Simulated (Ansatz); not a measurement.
# Al2Au: the cost of one run

Computed with Ansatz 0.2.0 (DFT PBE, scalar-relativistic, plane waves, PAW, unless a step's input says otherwise).

**1. The system as given**

The structure is cubic, space group F-43m (No. 216). Conventional cell: a = 6.303 Å, b = 6.303 Å, c = 6.303 Å, α = 90.00°, β = 90.00°, γ = 90.00°. Around Al (site symmetry -43m) lie 4 Al at 2.73 Å. Al (site symmetry -43m) has 4 Al at 2.73 Å and 4 Au at 2.73 Å as nearest neighbours. Au (site symmetry -43m) has 4 Al at 2.73 Å as nearest neighbours.

Structure file:

```cif
data_structure
_symmetry_space_group_name_H-M 'P 1'
_symmetry_Int_Tables_number 1
_cell_length_a 4.4569
_cell_length_b 4.4569
_cell_length_c 4.4569
_cell_angle_alpha 60.000
_cell_angle_beta 60.000
_cell_angle_gamma 60.000
_cell_volume 62.60
loop_
_atom_site_label
_atom_site_type_symbol
_atom_site_fract_x
_atom_site_fract_y
_atom_site_fract_z
_atom_site_occupancy
Al1 Al 0.50000 0.50000 0.50000 1
Al2 Al 0.25000 0.25000 0.25000 1
Au1 Au 0.00000 0.00000 0.00000 1
```

The cell is invented: random cell by space group and Wyckoff sites (F-43m, No. 216). Lengths come from tabulated atomic sizes and are only a guess.

**2. The guess as it stands, on a coarse mesh**

input.yaml

```yaml
crystal:
  lattice:
    - [0.0, 3.15146985, 3.15146985]
    - [3.15146985, 0.0, 3.15146985]
    - [3.15146985, 3.15146985, 0.0]
  atoms:
    - { symbol: Al, position: [0.5, 0.5, 0.5] }
    - { symbol: Al, position: [0.25, 0.25, 0.25] }
    - { symbol: Au, position: [0.0, 0.0, 0.0] }
basis:
  ecutwfc: 420
kpoints:
  mp_grid: { grid: [6, 6, 6] }
hamiltonian:
  xc: pbe
scf:
  occupations: { method: gaussian, width: 0.1 }
  lower_state_search: "off"
output:
  forces: true
  stress: true
  eigenvalues: true
```

On the command line:

```sh
$ ansatz run input.yaml --threads 1 --pin off --max-ram 2048MiB --backend cpu --events-out ev --progress --plain --runs-dir out
```

Q: Estimate wall time and peak memory on 1 thread of Intel Xeon Platinum 8375C at 2.90GHz (Ice Lake), shared host.

About 1.8 s, with a peak of 0.33 GiB.
